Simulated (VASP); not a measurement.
Here is a VASP 6.6.1 calculation.

The input INCAR:

```
SYSTEM = Rh
ALGO = Normal ; EDIFF = 1E-6
EDIFFG = -0.01 ; ENCUT = 300
GGA = PE ; IBRION = 2
ISIF = 3 ; ISMEAR = 1
LASPH = .True. ; LCHARG = .False.
LREAL = .False. ; LWAVE = .False.
NELM = 80 ; NSW = 90
PREC = Accurate ; SIGMA = 0.1
```

File KPOINTS:

```
k-points
0
Gamma
  8 8 8
  0 0 0
```

POSCAR

```
Rh
1.0
    0.0000000000      1.8978500000      1.8978500000
    1.8978500000      0.0000000000      1.8978500000
    1.8978500000      1.8978500000      0.0000000000
Rh
1
Direct
    0.0000000000      0.0000000000      0.0000000000
```

Potentials or basis: VASP PAW PBE potentials, release 64 (Rh).

Launch:

```sh
$ cat potpaw_PBE.64/Rh/POTCAR > POTCAR
$ mpirun -np 1 vasp_std > vasp.out
```

**Question.** What does it give for the band gap on the k mesh?

**Answer.** None (metal or under the smearing width).

**Question.** Estimate the space group after relaxing (to 0.05 Å).

**Answer.** Fm-3m (No. 225).

**Question.** What does it give for the relaxed cell?

**Answer.** a = 2.704 Å, b = 2.704 Å, c = 2.704 Å, α = 60.00°, β = 60.00°, γ = 60.00°.

Final structure:
```
Rh
1.0
     0.00000    1.91217    1.91217
     1.91217    0.00000    1.91217
     1.91217    1.91217    0.00000
Rh
1
Cartesian
  0.0000 0.0000 0.0000
```

PBE usually gives volumes a little too large and moduli too small. Zero-point motion and thermal expansion aren't in these numbers.
